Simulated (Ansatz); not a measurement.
Strain response of TiPbO$_{3}$

The calculation used DFT PBEsol, scalar-relativistic, plane waves, PAW (Ansatz). Settings: 420 eV cutoff, 8×8×6 k-mesh, Gaussian smearing of 0.02 eV, no spin polarisation.

The relaxed crystal:

```xyz
5
Lattice="3.8589 0.0000 0.0000 0.0000 3.8589 0.0000 0.0000 0.0000 4.2679" Properties=species:S:1:pos:R:3 pbc="T T T"
Ti    1.9295    1.9295    2.4884
Pb    0.0000    0.0000    0.5267
O     0.0000    1.9295    2.1085
O     1.9295    0.0000    2.1085
O     1.9295    1.9295    4.2494
```

Deformation: biaxial strain in the a-b plane, with the length and tilt of c and the atoms relaxed, all within the symmetry that the strain leaves. Energies are extrapolated to zero smearing. Gaps are Kohn–Sham gaps over the whole zone.

Spin-orbit coupling is left out, which matters for the bands and energies of heavy elements.

(1) Give the structure at +3.0 %.

Answers

(1)
```xyz
5
Lattice="3.9747 0.0000 0.0000 0.0000 3.9747 0.0000 0.0000 0.0000 3.9987" Properties=species:S:1:pos:R:3 pbc="T T T"
Ti    1.9874    1.9874    2.2629
Pb    0.0000    0.0000    0.4385
O     0.0000    1.9874    2.0063
O     1.9874    0.0000    2.0063
O     1.9874    1.9874    4.0434
```
Space group P4mm (99), 10.8 meV/atom over the relaxed crystal.